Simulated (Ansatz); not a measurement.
Input and command of a calculation in Ansatz (plane waves; scalar-relativistic PAW potentials unless the input names others):

```yaml
crystal:
  lattice:
    - [3.8390485956, 0.0, 0.0]
    - [-1.9195242978, 3.3247136102, 0.0]
    - [0.0, 0.0, 6.0116311105]
  atoms:
    - { symbol: Sn, position: [0.0, 0.0, -0.0166344205] }
    - { symbol: Se, position: [0.3333333333, 0.6666666667, 0.27765551] }
    - { symbol: Se, position: [0.6666666667, 0.3333333333, 0.747349518] }
kpoints:
  mp_grid: { grid: [12, 12, 6] }
hamiltonian:
  xc: revpbe
  dispersion: d3bj
scf:
  occupations: { method: gaussian, width: 0.03 }
output:
  forces: true
  eigenvalues: true
  stress: true
```

```bash
ansatz run input.yaml --threads 2 --pin off --max-ram 5120MiB --backend cpu --events-out ev --progress --plain --runs-dir out
```

Abridged log:
```
Basis set: ecut = 420 eV, 1485 PW (Γ), exchange–correlation on 54×54×90 points (8 copies of the dense FFT grid, shifted against one another)
Bands: 28, of which v1, the nominal top of the filled ones, is band 23 counted from 1 (22 counted from 0)
Symmetry: 6 space group operations
k-points: 100 of 864 (time reversal used)
SCF iter   1: F=—  HF=-16979.867697 eV  |F-HF|=—  |Δ(HF+E_count)|=         —  Δρ=3.77e-3  dr2=2.07e-2  ethr=1.77e-3  ⟨swp⟩=6.8  Hψ=12677  notcnv=0
SCF iter   2: F=—  HF=-16979.863420 eV  |F-HF|=—  |Δ(HF+E_count)|=   4.28e-3  Δρ=1.58e-3  dr2=1.62e-3  ethr=4.50e-5  ⟨swp⟩=2.3  Hψ=4690  notcnv=0  defer=100
SCF iter   3: F=—  HF=-16979.863510 eV  |F-HF|=—  |Δ(HF+E_count)|=   9.00e-5  Δρ=7.75e-4  dr2=4.17e-4  ethr=3.53e-6  ⟨swp⟩=2.0  Hψ=4500  notcnv=0
automatic band count: iteration 3 solves 27 bands in place of 28: the levels show a gap, and the empty bands left out lie too high to hold charge; the band table lists the bands solved (type scf.n_extra_bands for more)
SCF iter   4: F=—  HF=-16979.863679 eV  |F-HF|=—  |Δ(HF+E_count)|=   1.69e-4  Δρ=1.85e-4  dr2=2.80e-5  ethr=9.07e-7  ⟨swp⟩=2.0  Hψ=3415  notcnv=0
SCF iter   5: F=—  HF=-16979.863701 eV  |F-HF|=—  |Δ(HF+E_count)|=   2.19e-5  Δρ=5.70e-5  dr2=3.45e-6  ethr=6.08e-8  ⟨swp⟩=2.0  Hψ=4431  notcnv=0
SCF iter   6: F=—  HF=-16979.863710 eV  |F-HF|=—  |Δ(HF+E_count)|=   8.80e-6  Δρ=1.73e-5  dr2=3.78e-7  ethr=7.51e-9  ⟨swp⟩=2.1  Hψ=3682  notcnv=0
SCF iter   7: F=-16979.863711 eV  HF=-16979.863711 eV  |F-HF|=4.67e-8  |Δ(HF+E_count)|=   1.02e-6  Δρ=6.87e-6  dr2=6.00e-8  ethr=2.17e-10  ⟨swp⟩=6.2  Hψ=12497  notcnv=0
SCF 1 converged in 7 iterations: F = -16979.863711 eV  dr2 = 6.00e-8
SCF converged after 7 iterations
Free energy (F): -16979.863711 eV
Harris-Foulkes:  -16979.863711 eV  (|F-HF|=4.67e-8)
Internal energy: -16979.863711 eV  (E = F + TS)
E sigma→0 (E₀):  -16979.863711 eV
Fermi energy:    8.716674 eV
  E_disp       = -2.099328  (pairwise vdW)
--- Forces (eV/Å), atoms counted from 1 ---
  atom   1  Sn     0.00000000     0.00000000     2.50002054
  atom   2  Se     0.00000000     0.00000000    -1.08019653
  atom   3  Se     0.00000000     0.00000000    -1.41971918
--- Stress (GPa, compression-positive) ---
        0.356207       0.000000       0.000000
        0.000000       0.356207       0.000000
        0.000000       0.000000      -1.123913
  P = ⅓ Tr σ = -0.1372 GPa (-1.372 kbar)
```

Apart from outputs and empty bands, the input differs from a reference run on usual settings in hamiltonian.xc: "pbe" → "revpbe"; basis.ecutwfc: 420 → not typed. The reference, at the same geometry (not necessarily relaxed), gave pressure 0.79 GPa, largest force 2.470 eV/Å, gap on the mesh 0.23 eV. This run converged in 7 SCF iterations (reference: 7) with a total energy on another zero, pressure -0.14 GPa, largest force 2.500 eV/Å, gap on the mesh 0.28 eV.

Time: 18 s on 2 threads of Intel(R) Xeon(R) Processor @ 2.50GHz (Skylake/Cascade Lake), on a shared host, peak memory 0.47 GiB.